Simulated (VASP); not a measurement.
# BiTe (R-3m) in VASP: single point with LDA

Aim: the single point of BiTe with LDA.

All numbers are computed with VASP 6.6.1; they aren't measurements. Logs are shortened: lines on timing, memory, paths and dates and some standing lists are left out, and cuts for length are marked.

## (1) Starting point

The structure is trigonal, space group R-3m (No. 166). The conventional cell has a = 4.845 Å, b = 4.845 Å, c = 9.952 Å, α = 90.00°, β = 90.00°, γ = 120.00°. Bi (site symmetry -3m) is surrounded by 6 Te at 3.25 Å. Te (site symmetry -3m) has 6 Bi at 3.25 Å as nearest neighbours.

The cell comes from a database or a generator and needn't be the stable form of this composition.

## (2) Single point, LDA

INCAR

```
ALGO = Normal
EDIFF = 1E-6
ENCUT = 520
ISIF = 2
ISMEAR = 0
LASPH = True
LCHARG = False
LREAL = False
LWAVE = False
NBANDS = 18
NELM = 100
PREC = Accurate
SIGMA = 0.1
```

KPOINTS

```
k-points
0
Gamma
  6 6 6
```

POSCAR

```
BiTe
1.0
    2.4227077728      1.3987509848      3.3172919545
   -2.4227077728      1.3987509848      3.3172919545
    0.0000000000     -2.7975019696      3.3172919545
Bi Te
1 1
Direct
    0.5000000000      0.5000000000      0.5000000000
    0.0000000000      0.0000000000      0.0000000000
```

Potentials or basis: VASP PAW LDA potentials, release 64 (Bi_d, Te).

Started as:

```sh
cat potpaw_LDA.64/Bi_d/POTCAR potpaw_LDA.64/Te/POTCAR > POTCAR
mpirun -np 1 vasp_std > vasp.out
```

OUTCAR:

```text
EDIFF = 1E-6
   ENCUT = 520
   ISIF = 2
   ISMEAR = 0
   LASPH = True
   LREAL = False
   NELM = 100
   PREC = Accurate

 ion  position               nearest neighbor table
   1  0.500  0.500  0.500-   2 3.25   2 3.25   2 3.25   2 3.25   2 3.25   2 3.25
   2  0.000  0.000  0.000-   1 3.25   1 3.25   1 3.25   1 3.25   1 3.25   1 3.25

  LATTYP: Found a trigonal (rhomboedric) cell.
 ALAT       =     4.3394058558
 COS(alpha) =     0.3765932224

  Lattice vectors:

 A1 = (   2.4227077728,   1.3987509848,   3.3172919545)
 A2 = (  -2.4227077728,   1.3987509848,   3.3172919545)
 A3 = (   0.0000000000,  -2.7975019696,   3.3172919545)

Analysis of symmetry for initial positions (statically):
=====================================================================
 Subroutine PRICEL returns:
 Original cell was already a primitive cell.

 Routine SETGRP: Setting up the symmetry group for a
 trigonal (rhombohedral) supercell.

 Subroutine GETGRP returns: Found 12 space group operations
 (whereof 12 operations were pure point group operations)
 out of a pool of 12 trial point group operations.

The static configuration has the point symmetry D_3d.

Analysis of symmetry for dynamics (positions and initial velocities):
=====================================================================
 Subroutine PRICEL returns:
 Original cell was already a primitive cell.

 Routine SETGRP: Setting up the symmetry group for a
 trigonal (rhombohedral) supercell.

 Subroutine GETGRP returns: Found 12 space group operations
 (whereof 12 operations were pure point group operations)
 out of a pool of 12 trial point group operations.

The dynamic configuration has the point symmetry D_3d.

 Subroutine INISYM returns: Found 12 space group operations
 (whereof 12 operations are pure point group operations),
 and found     1 'primitive' translations

----------------------------------------------------------------------------------------

                                     Primitive cell

  volume of cell :      67.4491

  direct lattice vectors                    reciprocal lattice vectors
[... 80 lines left out ...]
   ICHARG =      2    charge: 1-file 2-atom 10-const
   ISPIN  =      1    spin polarized calculation?
   LNONCOLLINEAR =      F non collinear calculations
   LSORBIT =      F    spin-orbit coupling
   LASPH  =      T    aspherical Exc in radial PAW
   ENCUT  =  520.0 eV  38.22 Ry    6.18 a.u.   8.07  8.07  8.07*2*pi/ulx,y,z
   NELM   =    100;   NELMIN=  2; NELMDL= -5     # of ELM steps
   EDIFF  = 0.1E-05   stopping-criterion for ELM
   LREAL  =      F    real-space projection
   EDIFFG = 0.1E-04   stopping-criterion for IOM
   NSW    =      0    number of steps for IOM
   IBRION =     -1    ionic relax: 0-MD 1-quasi-New 2-CG
   NFREE  =      0    steps in history (QN), initial steepest desc. (CG)
   ISIF   =      2    stress and relaxation
   ISYM   =      2    0-nonsym 1-usesym 2-fastsym
   POTIM  = 0.5000    time-step for ionic-motion
   TEBEG  =    0.0;   TEEND  =   0.0 temperature during run
   PSTRESS=    0.0 pullay stress
   NELECT =      21.0000    total number of electrons
   NUPDOWN=      -1.0000    fix difference up-down
   EMIN   =  10.00;   EMAX   =-10.00  energy-range for DOS
   EFERMI =   0.00;   METHOD = LEGACY
   ISMEAR =     0;   SIGMA  =   0.10  broadening in eV -4-tet -1-fermi 0-gaus
   EFERMI_NEDOS =   21; number of points for ismear=-14 and -15
   IALGO  =     38    algorithm
   IMIX   =      4    mixing-type and parameters
     AMIX     =   0.40;   BMIX     =  1.00
     AMIX_MAG =   1.60;   BMIX_MAG =  1.00
  volume/ion in A,a.u.               =      33.72       227.58
  Fermi-wavevector in a.u.,A,eV,Ry     =   1.109573  2.096789 16.750837  1.231152
  Thomas-Fermi vector in A             =   2.246114
   LORBIT       =      0    0 simple, 1 ext, 2 COOP (PROOUT), +10 PAW based schemes
   GGA     = CA    functional components
   LHFCALC =     F    Hartree Fock is set to
   AEXX    =    0.0000 exact exchange contribution
   IVDW    =     0    specifies the selected vdW correction
   LEPSILON=     F    determine dielectric tensor
   LRPA    =     F    only Hartree local field effects (RPA)
 non-spin polarized calculation
 Gauss-broadening in eV      SIGMA  =   0.10
  energy-cutoff  :      520.00
  volume of cell :       67.45
 maximum number of plane-waves:      1832
   NGX = 17   NGY = 17   NGZ = 17

 number of electron      20.9999996 magnetization

 Free energy of the ion-electron system (eV)
  ---------------------------------------------------
  ext. energy  EPLUGINS =         0.00000000
  ---------------------------------------------------
  free energy    TOTEN  =        -8.49130997 eV

  energy without entropy =       -8.48538467  energy(sigma->0) =       -8.48834732

 E-fermi :   6.4069     XC(G=0):  -9.7140

 val. band max:        6.3999185776   @ k =   0.5000   0.3333   0.1667
 cond. band min:       6.4493100100   @ k =   0.3333   0.3333   0.1667
 fundamental gap:      0.0493914324
 Fermi energy:         6.4069027832

 k-point     1 :       0.0000    0.0000    0.0000
  band No.  band energies     occupation
      1     -16.6865      2.00000
      2     -16.6865      2.00000
      3     -16.6764      2.00000
      4     -16.6764      2.00000
      5     -16.6596      2.00000
      6      -7.0345      2.00000
[... 481 lines left out ...]
      5     -16.6566      2.00000
      6      -4.9538      2.00000
[... 10 lines left out ...]
     17      15.9500      0.00000
     18      17.2235      0.00000

 [... further k-points ...]

------------------------ aborting loop because EDIFF is reached ----------------------------------------

  FORCE on cell =-STRESS in cart. coord.  units (eV):
  Direction    XX          YY          ZZ          XY          YZ          ZX
  --------------------------------------------------------------------------------------
  -------------------------------------------------------------------------------------
  Total       -1.5618519     -1.5618519     -1.4139240     -0.0000000      0.0000000      0.0000000
  in kB      -37.1000124    -37.1000124    -33.5861524     -0.0000000      0.0000000      0.0000000
  external PRESSURE =     -35.9287258 kB  Pullay stress =       0.0000000 kB

 VOLUME and BASIS-vectors are now :
 -----------------------------------------------------------------------------
  energy-cutoff  :      520.00
  volume of cell :       67.45
      direct lattice vectors                 reciprocal lattice vectors
     2.422707773  1.398750985  3.317291954     0.206380648  0.119153923  0.100483568
    -2.422707773  1.398750985  3.317291954    -0.206380648  0.119153923  0.100483568
     0.000000000 -2.797501970  3.317291954     0.000000000 -0.238307845  0.100483568

 POSITION                                       TOTAL-FORCE (eV/Angst)
 -----------------------------------------------------------------------------------
      0.00000      0.00000      4.97594        -0.000000     -0.000000      0.000000
      0.00000      0.00000      0.00000         0.000000      0.000000     -0.000000
 -----------------------------------------------------------------------------------
    total drift:                               -0.000000      0.000000     -0.000000

  FREE ENERGIE OF THE ION-ELECTRON SYSTEM (eV)
  ---------------------------------------------------
  free  energy   TOTEN  =        -8.4913099728 eV

  energy  without entropy=       -8.4853846667  energy(sigma->0) =       -8.48834732
```

OSZICAR:

```text
N       E                     dE             d eps       ncg     rms          rms(c)
DAV:   1     0.159364432907E+03    0.15936E+03   -0.98466E+03  1152   0.112E+03
DAV:   2     0.389542147460E+01   -0.15547E+03   -0.15181E+03  1220   0.309E+02
DAV:   3    -0.819108929558E+01   -0.12087E+02   -0.11940E+02  1412   0.893E+01
DAV:   4    -0.852720151265E+01   -0.33611E+00   -0.33581E+00  1476   0.161E+01
DAV:   5    -0.853988406533E+01   -0.12683E-01   -0.12682E-01  1540   0.287E+00    0.570E+00
DAV:   6    -0.849336228954E+01    0.46522E-01   -0.13367E-01  1634   0.223E+00    0.356E+00
DAV:   7    -0.849187057975E+01    0.14917E-02   -0.25329E-02  1394   0.806E-01    0.744E-01
DAV:   8    -0.849129383580E+01    0.57674E-03   -0.36833E-03  1460   0.417E-01    0.113E-01
DAV:   9    -0.849131206580E+01   -0.18230E-04   -0.44186E-04  1322   0.117E-01    0.550E-02
DAV:  10    -0.849131109222E+01    0.97358E-06   -0.22437E-05  1496   0.299E-02    0.357E-02
DAV:  11    -0.849131025923E+01    0.83299E-06   -0.11576E-05  1476   0.225E-02    0.121E-02
DAV:  12    -0.849130997278E+01    0.28644E-06   -0.15038E-06   894   0.991E-03
   1 F= -.84913100E+01 E0= -.84883473E+01  d E =-.592531E-02
```

stdout:

```text
POSCAR found type information on POSCAR BiTe
 POSCAR found :  2 types and       2 ions
 scaLAPACK will be used
 LDA part: xc-table for (Slater(with rela. corr.)+CA(PZ))
 , standard interpolation
 POSCAR, INCAR and KPOINTS ok, starting setup
 FFT: planning ... GRIDC
 FFT: planning ... GRID_SOFT
 FFT: planning ... GRID
 WAVECAR not read
 entering main loop
```

Wall time 26 s (1 thread of Intel Xeon Platinum 8259CL at 2.50GHz (Skylake/Cascade Lake), shared host); peak memory 0.17 GiB.

Results:

```yaml
Free_energy: -8.4913 eV
Pressure: -3.6 GPa
Band_gap_on_the_k_mesh: none (metal or under the smearing width)
```

Caveat: spin-orbit coupling is left out, which moves the levels of the heavy elements.
